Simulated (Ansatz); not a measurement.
NaF, DFT, LDA, all-electron LAPW, scalar-relativistic (Ansatz 0.2.0), run on 1 thread of Intel(R) Xeon(R) Platinum 8488C (Sapphire Rapids) on a shared host.

The cell comes from COD entry 9007459, which wasn't checked; take it as a given geometry. The listed cell was then made from it by scaling, straining or moving an atom.

Command: `ansatz run input.yaml --threads 1 --pin off --max-ram 3072MiB --backend cpu --events-out ev --progress --plain --runs-dir out`

```yaml
crystal:
  lattice:
    - [0.023233, 2.3349165, 2.3349165]
    - [2.3349165, 0.023233, 2.3349165]
    - [2.3349165, 2.3349165, 0.023233]
  atoms:
    - { symbol: Na, position: [0.0, 0.0, 0.0] }
    - { symbol: F, position: [0.5, 0.5, 0.5] }
kpoints:
  mp_grid: { grid: [10, 10, 10] }
  band_path:
    path:
      - [0.0, 0.0, 0.0]
      - [0.5, 0.5, 0.5]
      - [0.247543133, 0.5, 0.752456867]
      - [-0.247543133, 0.247543133, 0.5]
      - [0.0, 0.0, 0.5]
      - [0.0, 0.0, 0.0]
      - [-0.3737715665, 0.0, 0.3737715665]
      - [0.0, 0.3737715665, 0.6262284335]
      - [0.0, 0.5, 0.5]
    npoints: 5
scf:
  occupations: { method: fermi_dirac, width: 0.02 }
hamiltonian:
  xc: lda
  pseudopotentials: { kind: all_electron, lapw: { basis_error: 0.0005 } }
output:
  forces: true
  stress: true
  eigenvalues: true
```

Problem. How large is the problem that the program sets up?

Solution. 116 irreducible k-points, 283 plane waves at Γ, 12 bands.

Problem. About how long does it take, and how much memory does it use?

Solution. 11 s of wall time for 8 SCF iterations, with a peak of 0.39 GiB. Times on shared machines scatter by tens of per cent.
